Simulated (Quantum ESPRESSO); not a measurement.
The system is W.

```
W
1.0
    -1.58234    1.58234    1.58234
     1.58234   -1.58234    1.58234
     1.58234    1.58234   -1.58234
W
1
Direct
  0.00000 0.00000 0.00000
```

- Program: Quantum ESPRESSO 7.5
- Task: phonon dispersion
- Functional: PBE
- Potentials or basis: GBRV 1.5 PBE
- Cutoff: 762 eV
- Density cutoff: 6095 eV
- k mesh: 12 × 12 × 12
- Occupations: cold, width 0.2 eV
- Spin: no spin polarisation
- Mixing beta: 0.5
- Most SCF iterations: 120
- SCF threshold: 2e-10 Ry
- q mesh: 2 × 2 × 2

The cell and the atoms were relaxed first, to 16.15 Å³/atom (a = 2.758 Å, b = 2.758 Å, c = 2.758 Å, α = 109.47°, β = 109.47°, γ = 109.47°), and the response was taken there.

Q: Is this structure dynamically stable at this level, and how far does the spectrum reach?

A: Yes, as far as this q mesh shows: no mode on the path is imaginary. The highest frequency is 220 cm⁻¹.

Phonon frequencies at the corners of the path (cm⁻¹, interpolated; i marks imaginary ones):
| point | frequencies |
| --- | --- |
| Γ | 0 0 0 |
| H | 179 179 179 |
| N | 119 147 220 |
| P | 185 185 185 |

Harmonic thermodynamics per atom at this volume (zero-point energy 28.6 meV, Debye temperature from the second moment 294 K):
```
 T (K)  free energy (meV)  entropy (k_B)  heat capacity Cv (k_B)
    50               28.3           0.30                    0.82
   100               24.9           1.30                    2.02
   200                6.0           2.97                    2.70
298.15              -24.1           4.08                    2.86
   500             -109.2           5.59                    2.95
   800             -273.0           6.98                    2.98
```

Phonon states per cell in windows of 10 cm⁻¹ (negative: imaginary):
| from (cm⁻¹) | total |
| --- | --- |
| 0 | 0.00 |
| 10 | 0.00 |
| 20 | 0.00 |
| 30 | 0.01 |
| 40 | 0.01 |
| 50 | 0.02 |
| 60 | 0.03 |
| 70 | 0.04 |
| 80 | 0.05 |
| 90 | 0.08 |
| 100 | 0.11 |
| 110 | 0.15 |
| 120 | 0.24 |
| 130 | 0.30 |
| 140 | 0.38 |
| 150 | 0.31 |
| 160 | 0.24 |
| 170 | 0.19 |
| 180 | 0.12 |
| 190 | 0.26 |
| 200 | 0.35 |
| 210 | 0.12 |

A q mesh this small can miss soft modes between its points.

Caveat: the q mesh is small, so phonon branches between its points and thermal values are rough.
